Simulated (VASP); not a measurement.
# InP: single point with r2SCAN

Crystal: InP.

```
In P
1.0
     0.00000    2.85500    2.85500
     2.85500    0.00000    2.85500
     2.85500    2.85500    0.00000
In P
1 1
Direct
  0.00000 0.00000 0.00000
  0.50000 0.50000 0.50000
```

Measurements of this composition are mostly on another form, of space group No. 216.

```yaml
Program: VASP 6.6.1
Task: single point
Functional: r2SCAN
Potentials_or_basis: VASP PAW PBE potentials, release 64 (In_d, P)
Cutoff: 520 eV
k_mesh: 6 × 6 × 6
Occupations: gaussian, width 0.1 eV
Spin: no spin polarisation
```

```
Pressure               : -7.1 GPa
Band gap on the k mesh : none (metal or under the smearing width)
```

Levels at points of the mesh, in eV from the Fermi level:
```
           k point  band 5  band 6  band 7  band 8  band 9  band 10  band 11  band 12  band 13  band 14
(0.00, 0.00, 0.00)  -14.56  -11.84   -0.24   -0.24   -0.24     0.29     7.55     7.55     7.55     8.54
(0.50, 0.00, 0.00)  -14.50  -10.02   -6.28    0.12    0.12     2.89     3.75     3.75     4.99    11.41
(0.50, 0.50, 0.00)  -14.48   -9.10   -4.51   -2.40   -2.12    -2.12     4.42     9.84     9.84    10.20
```

Wall time 46 s on 1 thread of Intel(R) Xeon(R) Platinum 8559C (Emerald Rapids), on a shared host, peak memory 0.17 GiB.

Caveat: the PAW data sets were made with another functional, which shifts forces and pressure a little.
